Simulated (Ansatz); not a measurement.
## Mo-95 NMR of the central transition in MoS2 under strain

Cell: a COD entry, relaxed with PBE at fixed cell and then changed (z compressed by 2 %, ions relaxed).

```
Mo S
1.0
     1.58150    0.91308    6.00087
    -1.58150    0.91308    6.00087
     0.00000   -1.82616    6.00087
Mo S
1 2
Direct
  0.99999 0.99999 0.99999
  0.24670 0.24670 0.24670
  0.42001 0.42001 0.42001
```

Atom numbers follow the list; atoms alike are taken as one site, whose name carries the number of the first.

Computed with Ansatz: DFT, PBE, plane waves and PAW, scalar-relativistic, collinear spin, 420 eV cutoff, Γ-centred 16×16×16 k-points, Fermi–Dirac smearing 0.02 eV. Start moments as typed (μB): 2 on each Mo, none on the rest.

Mo-95 has I = 5/2 and Q = -22.00 mb (Pyykkö 2018); at 9.4 T its Larmor frequency is ν₀ = 26.2 MHz (from the bare nuclear moment; shielding lowers the observed one by a per cent or two). Only the quadrupole interaction is simulated: positions count from each site's isotropic chemical shift, and shift anisotropy, dipolar and J coupling are left out.

(1) Give C_Q, η, the quadrupolar product P_Q = |C_Q|(1 + η²/3)^½, the second-order isotropic shift and the breadth of the pattern (static powder) for each Mo site.

Results:

(1) 

```json
{"site": "Mo", "first shell": "6 S at 2.40 Å", "C_Q (MHz)": "3.97", "η": "0.00", "P_Q (MHz)": "3.97", "δ_QIS (ppm)": "-138", "breadth (kHz)": "18.8"}
```

δ_QIS = −(ν_Q²/30ν₀²)[I(I+1) − 3/4](1 + η²/3) × 10⁶ ppm with ν_Q = 3|C_Q|/[2I(2I−1)]; it falls as 1/B₀² in ppm, and the breadth as 1/B₀ in kHz.

An axis of threefold or higher order runs through Mo, so V_zz lies along it and η is zero.

Without spin–orbit coupling (the program notes it for Mo) the gradients can shift somewhat, as the gap is small. The start moments die out, and the run ends without spin.
